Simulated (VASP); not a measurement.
**VASP 6.6.1 run: SiO2**

INCAR

```
NBANDS = 25
IBRION = -1
EDIFF = 1E-7
ISIF = 2
LASPH = .TRUE.
LREAL = .FALSE.
LCHARG = .FALSE.
NSW = 0
SIGMA = 0.02
PREC = Accurate
GGA = XX
NELM = 74
ENCUT = 520
ISMEAR = -1
LWAVE = .FALSE.
```

KPOINTS

```
KPOINTS created by Atomic Simulation Environment
0
Gamma
6 6 10
0 0 0
```

POSCAR

```
Si O
 1.0000000000000000
     4.1851887985999996    0.0000000000000000    0.0000000000000000
     0.0000000000000000    4.1851887985999996    0.0000000000000000
     0.0000000000000000    0.0000000000000000    2.6154630930999998
 Si  O
   2   4
Cartesian
  0.0000000000000000 -0.0000000000000000  0.0000000000000000
  2.0925943992999998  2.0925943992999998  1.3077315465499999
  1.2807707916413076  1.2807707916413076  0.0000000000000000
  0.8118236076586919  3.3733651909413074  1.3077315465499999
  3.3733651909413074  0.8118236076586919  1.3077315465499999
  2.9044180069586920  2.9044180069586920  0.0000000000000000
```

The recommended PBE PAW datasets give the neutral cell 32 valence electrons.

Command

```
mpirun -np 1 vasp_std
```

Standard output (part)

```
POSCAR found type information on POSCAR SiO
 POSCAR found :  2 types and       6 ions
|     EEEEEEE  RRRRRR   RRRRRR   OOOOOOO  RRRRRR      ###     ###     ###     |
|     E        R     R  R     R  O     O  R     R     ###     ###     ###     |
|     E        R     R  R     R  O     O  R     R     ###     ###     ###     |
|     EEEEE    RRRRRR   RRRRRR   O     O  RRRRRR       #       #       #      |
|     E        R    R   R    R   O     O  R    R      ###     ###     ###     |
|     EEEEEEE  R     R  R     R  OOOOOOO  R     R     ###     ###     ###     |
|     Error: One of the selected functionals does not exist.                  |
|       ---->  I REFUSE TO CONTINUE WITH THIS SICK JOB ... BYE!!! <----       |
```

VASP stopped before the first electronic step.

Task: What is wrong with this input?

Result: Unknown functional word. VASP stopped before the first electronic step.
